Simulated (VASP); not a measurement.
# Be (Im-3m) in VASP: settings compared, part 2 of 2

VASP 6.6.1.

## (3) Phonons, PBEsol

The input, POSCAR:

```
Be
1.0
   -1.2531209513      1.2531209513      1.2531209513
    1.2531209513     -1.2531209513      1.2531209513
    1.2531209513      1.2531209513     -1.2531209513
Be
1
Direct
    0.0000000000      0.0000000000      0.0000000000
```

The input, INCAR.step1:

```
SYSTEM = Be
ALGO = Normal
EDIFF = 1E-8
EDIFFG = -0.002
ENCUT = 630
GGA = PS
IBRION = 2
ISIF = 3
ISMEAR = 1
LASPH = .TRUE.
LCHARG = .FALSE.
LREAL = .FALSE.
LWAVE = .FALSE.
NELM = 80
NSW = 40
PREC = Accurate
SIGMA = 0.1
```

The input, INCAR.step2:

```
SYSTEM = Be
ALGO = Normal
EDIFF = 1E-8
ENCUT = 630
GGA = PS
IBRION = 8
ISIF = 2
ISMEAR = 1
LASPH = .TRUE.
LCHARG = .FALSE.
LREAL = .FALSE.
LWAVE = .FALSE.
NELM = 80
NSW = 1
PREC = Accurate
SIGMA = 0.1
```

The input, KPOINTS:

```
k-points
0
G
  11 11 11
  0 0 0
```

Potentials or basis: VASP PAW PBE potentials, release 64 (Be_GW).

Command:

```console
$ cat potpaw_PBE.64/Be_GW/POTCAR > POTCAR
$ cp INCAR.step1 INCAR
$ mpirun -np 1 vasp_std > vasp.out
$ cp CONTCAR POSCAR
$ cp INCAR.step2 INCAR
$ mpirun -np 1 vasp_std > vasp.out
```

OUTCAR:

```text
SYSTEM = Be
   EDIFF = 1E-8
   ENCUT = 630
   GGA = PS
   IBRION = 8
   ISIF = 2
   ISMEAR = 1
   LASPH = .TRUE.
   LREAL = .FALSE.
   NELM = 80
   NSW = 1
   PREC = Accurate

 ion  position               nearest neighbor table
   1  0.000  0.000  0.000-

  LATTYP: Found a body centered cubic cell.
 ALAT       =     2.4965598285

  Lattice vectors:

 A1 = (  -1.2482799142,   1.2482799142,   1.2482799142)
 A2 = (   1.2482799142,  -1.2482799142,   1.2482799142)
 A3 = (   1.2482799142,   1.2482799142,  -1.2482799142)

Analysis of symmetry for initial positions (statically):
=====================================================================
 Subroutine PRICEL returns:
 Original cell was already a primitive cell.

 Routine SETGRP: Setting up the symmetry group for a
 body centered cubic supercell.
[... 561 lines left out ...]
  ---------------------------------------------------
  free energy    TOTEN  =        -0.00799624 eV

  energy without entropy =       -0.00799624

------------------------ aborting loop because EDIFF is reached ----------------------------------------

 INTERNAL STRAIN TENSOR  FOR ION    1  DIRECTION 1   (eV/Angst):
 -----------------------------------------------------------------------------
     0.01837  0.00000  0.00000
     0.00000 -0.00634 -0.00000
    -0.00000 -0.00000 -0.00634

 INTERNAL STRAIN TENSOR FOR ION    1 for displacements in x,y,z  (eV/Angst):
          X           Y           Z          XY          YZ          ZX
  --------------------------------------------------------------------------------
  x     0.00000     0.00000     0.00000     0.00000     0.00000     0.00000
  y     0.00000     0.00000     0.00000     0.00000     0.00000     0.00000
  z     0.00000     0.00000     0.00000     0.00000     0.00000     0.00000

 SECOND DERIVATIVES (NOT SYMMETRIZED)
 ------------------------------------
               1X          1Y          1Z
  1X    -0.000003    0.000000    0.000000
  1Y     0.000000   -0.000003    0.000000
  1Z     0.000000    0.000000   -0.000003

 Eigenvectors and eigenvalues of the dynamical matrix
 ----------------------------------------------------

   1 f  =    0.009663 THz     0.060714 2PiTHz    0.322320 cm-1     0.039963 meV
             X         Y         Z           dx          dy          dz
      0.000000  0.000000  0.000000     1.000000    0.000000    0.000000

   2 f  =    0.009663 THz     0.060714 2PiTHz    0.322320 cm-1     0.039963 meV
             X         Y         Z           dx          dy          dz
      0.000000  0.000000  0.000000     0.000000    1.000000    0.000000

   3 f  =    0.009663 THz     0.060714 2PiTHz    0.322320 cm-1     0.039963 meV
             X         Y         Z           dx          dy          dz
      0.000000  0.000000  0.000000     0.000000    0.000000    1.000000

--------------------------------------------------------------------------------------------------------

 ELASTIC MODULI CONTR FROM IONIC RELAXATION (kBar)
 Direction    XX          YY          ZZ          XY          YZ          ZX
 --------------------------------------------------------------------------------
 XX           0.0000      0.0000      0.0000      0.0000      0.0000      0.0000
 YY           0.0000      0.0000      0.0000      0.0000      0.0000      0.0000
 ZZ           0.0000      0.0000      0.0000      0.0000      0.0000      0.0000
 XY           0.0000      0.0000      0.0000      0.0000      0.0000      0.0000
 YZ           0.0000      0.0000      0.0000      0.0000      0.0000      0.0000
 ZX           0.0000      0.0000      0.0000      0.0000      0.0000      0.0000
 --------------------------------------------------------------------------------
```

OUTCAR.step1:

```text
SYSTEM = Be
   EDIFF = 1E-8
   EDIFFG = -0.002
   ENCUT = 630
   GGA = PS
   IBRION = 2
   ISIF = 3
   ISMEAR = 1
   LASPH = .TRUE.
   LREAL = .FALSE.
[... 632 lines left out ...]
  -------------------------------------------------------------------------------------
  Total       -0.0003228     -0.0003228     -0.0003228      0.0000000      0.0000000     -0.0000000
  in kB       -0.0664763     -0.0664763     -0.0664763      0.0000000      0.0000000     -0.0000000
  external PRESSURE =      -0.0664763 kB  Pullay stress =       0.0000000 kB
[... 16 lines left out ...]
  FREE ENERGIE OF THE ION-ELECTRON SYSTEM (eV)
  ---------------------------------------------------
  free  energy   TOTEN  =        -3.8409428229 eV

  energy  without entropy=       -3.8405220219  energy(sigma->0) =       -3.84080256

 reached required accuracy - stopping structural energy minimisation
```

Wall time 13 s (1 thread of AMD EPYC 9R45 (Zen 5), shared host); peak memory 0.1 GiB.

Results:

```
Relaxed volume                         : 7.78 Å³/atom
Relaxed cell                           : a = 2.162 Å, b = 2.162 Å, c = 2.162 Å, α = 109.47°, β = 109.47°, γ = 109.47°
Space group after relaxing (to 0.05 Å) : Im-3m (No. 229)
```

Step by step:
```tsv
step	energy change (eV)	largest force (eV/Å)	pressure (GPa)	volume (Å³)
1	0.0000	0.0000	-1.43	7.87
2	-0.0004	0.0000	-0.18	7.79
3	-0.0004	0.0000	-0.01	7.78
```

Final structure:
```cif
data_structure
_symmetry_space_group_name_H-M 'P 1'
_symmetry_Int_Tables_number 1
_cell_length_a 2.1621
_cell_length_b 2.1621
_cell_length_c 2.1621
_cell_angle_alpha 109.471
_cell_angle_beta 109.471
_cell_angle_gamma 109.471
_cell_volume 7.78
loop_
_atom_site_label
_atom_site_type_symbol
_atom_site_fract_x
_atom_site_fract_y
_atom_site_fract_z
_atom_site_occupancy
Be1 Be 0.00000 0.00000 0.00000 1
```

Caveat: the PAW data sets were made with another functional, which shifts forces and pressure a little.

## (4) Band structure, PBEsol+D3 (cell strained at random at fixed volume)

The input, INCAR:

```
SYSTEM = Be
PREC = Accurate ; ENCUT = 520
EDIFF = 1E-7 ; ISMEAR = -1
SIGMA = 0.02 ; LREAL = .FALSE.
LASPH = .TRUE. ; NELM = 100
ALGO = Normal ; ISIF = 2
LWAVE = .FALSE. ; LCHARG = .FALSE.
GGA = PS ; IVDW = 11
NBANDS = 8
```

The input, KPOINTS:

```
Automatic mesh
0
G
  15 15 15
  0 0 0
```

The input, POSCAR:

```
Be
1.0
   -1.2536230000      1.2633460000      1.2569400000
    1.2446320000     -1.2347160000      1.2193190000
    1.2771260000      1.2582190000     -1.2283100000
Be
1
Direct
    0.0071930000     -0.0035690000      0.0081230000
```

The input, KPOINTS_OPT:

```
path XGY,LGZ,NGM,RG
15
line-mode
reciprocal
 0.0000000000  0.5000000000  0.0000000000  X
 0.0000000000  0.0000000000  0.0000000000  G

 0.0000000000  0.0000000000  0.0000000000  G
 0.0000000000  0.0000000000 -0.5000000000  Y

 0.0000000000  0.5000000000 -0.5000000000  L
 0.0000000000  0.0000000000  0.0000000000  G

 0.0000000000  0.0000000000  0.0000000000  G
-0.5000000000  0.0000000000  0.5000000000  Z

-0.5000000000  0.5000000000  0.5000000000  N
 0.0000000000  0.0000000000  0.0000000000  G

 0.0000000000  0.0000000000  0.0000000000  G
-0.5000000000  0.0000000000  0.0000000000  M

-0.5000000000  0.5000000000  0.0000000000  R
 0.0000000000  0.0000000000  0.0000000000  G
```

Potentials or basis: VASP PAW PBE potentials, release 64 (Be_sv).

Command:

```console
$ cat potpaw_PBE.64/Be_sv/POTCAR > POTCAR
$ mpirun -np 1 vasp_std > vasp.out
```

Run time: 56 s. Hardware: 1 thread of AMD EPYC 7R13 (Zen 3), shared host; peak memory 0.23 GiB.

Results (log left out):

* Free energy: -4.0734 eV
* Pressure: -6.4 GPa
* Band gap along the path: none (metal or under the smearing width)
* Dispersion energy per atom: -0.181 eV

Stress tensor (GPa, compression positive):
```
-7.06 -3.81  1.71
-3.81 -7.12 -4.70
 1.71 -4.70 -4.98
```

Levels at the corners of the path, in eV from the Fermi level:
| point | band 2 | band 3 | band 4 | band 5 | band 6 |
| --- | --- | --- | --- | --- | --- |
| X | -5.04 | 0.66 | 12.10 | 15.29 | 20.26 |
| Γ | -12.12 | 19.00 | 19.32 | 19.93 | 30.19 |
| Γ | -12.12 | 19.00 | 19.32 | 19.93 | 30.19 |
| Y | -5.37 | 0.09 | 12.75 | 16.16 | 21.07 |
| L | -4.93 | 0.86 | 11.88 | 15.18 | 20.11 |
| Γ | -12.12 | 19.00 | 19.32 | 19.93 | 30.19 |
| Γ | -12.12 | 19.00 | 19.32 | 19.93 | 30.19 |
| Z | -5.15 | 0.47 | 12.11 | 15.58 | 20.26 |
| N | 3.64 | 3.93 | 4.56 | 9.71 | 10.14 |
| Γ | -12.12 | 19.00 | 19.32 | 19.93 | 30.19 |
| Γ | -12.12 | 19.00 | 19.32 | 19.93 | 30.19 |
| M | -5.26 | 0.27 | 12.41 | 15.58 | 20.46 |
| R | -5.11 | 0.57 | 12.35 | 15.81 | 20.82 |
| Γ | -12.12 | 19.00 | 19.32 | 19.93 | 30.19 |

Caveat: the PAW data sets were made with another functional, which shifts forces and pressure a little; pairwise dispersion overbinds metals, which lowers pressure and volume.
